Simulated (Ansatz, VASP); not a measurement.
## One calculation of SiC, two programs

```
Si C
1.0
     0.00000    2.01718    2.01718
     2.01718    0.00000    2.01718
     2.01718    2.01718    0.00000
Si C
1 1
Direct
  0.00000 0.00000 0.00000
  0.50000 0.50000 0.50000
```

Alike in both runs: functional PBEsol; k mesh 18 × 18 × 18; occupations gaussian, width 0.1 eV; no spin polarisation.

Ansatz relaxed the structure, and its values are those at the end. VASP's run is a single point on that final structure, the one shown.

```csv
,VASP,Ansatz
version,VASP 6.6.1,Ansatz 0.2.0
potentials or method,"VASP PAW PBE potentials, release 64 (Si, C)","scalar-relativistic, plane waves, PAW"
plane-wave cutoff (eV),520,420
valence electrons in the cell,8,8
```

Ansatz gave:

```
gap on the k mesh at the Fermi level (eV) : none
pressure (GPa)                            : 0.0
```

Q: What did VASP give for the same quantities?

A: gap on the k mesh at the Fermi level (eV): none; pressure (GPa): 0.6.

A gap of «none» marks a metal or a gap that the smearing closes.

Caveats: the PAW data sets were made with another functional, which shifts forces and pressure a little (VASP).
